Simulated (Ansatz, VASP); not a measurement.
# CdS in VASP and in Ansatz

```xyz
4
Lattice="4.1370 0.0000 0.0000 -2.0685 3.5827 0.0000 0.0000 0.0000 6.7160" Properties=species:S:1:pos:R:3 pbc="T T T"
Cd    0.0000    2.3885   -0.2479
Cd    2.0685    1.1942    3.1101
S     0.0000    2.3885    2.7798
S     2.0685    1.1942    6.1378
```

Change from the starting cell: polar distortion scaled by 0.40.

Alike in both runs: task single point; functional PBEsol; k mesh 9 × 9 × 4; no spin polarisation.

```csv
,VASP,Ansatz
version,VASP 6.6.1,Ansatz 0.2.0
potentials or method,"VASP PAW PBE potentials, release 64 (Cd, S)","scalar-relativistic, plane waves, PAW"
plane-wave cutoff (eV),520,420
occupations,"gaussian, width 0.01 eV",fixed
valence electrons in the cell,36,52
```

|  | VASP | Ansatz | Ansatz less VASP |
| --- | --- | --- | --- |
| gap on the k mesh at the Fermi level (eV) | 1.30 | 1.29 | -0.009 |
| least direct gap on the mesh (eV) | 1.30 | 1.29 | -0.009 |
| pressure (GPa) | 2.7 | 2.3 | -0.46 |
| largest component of the traceless stress (GPa) | 5.87 | 5.54 | -0.330 |
| rms of the force components (eV/Å) | 0.347 | 0.336 | -0.0112 |

Atom by atom the forces differ by 0.011 eV/Å (rms over components). The two sets of potentials don't hold the same shells in valence. Ansatz warned: «pseudo_functional_mismatch».

Caveats: the PAW data sets were made with another functional, which shifts forces and pressure a little (VASP).
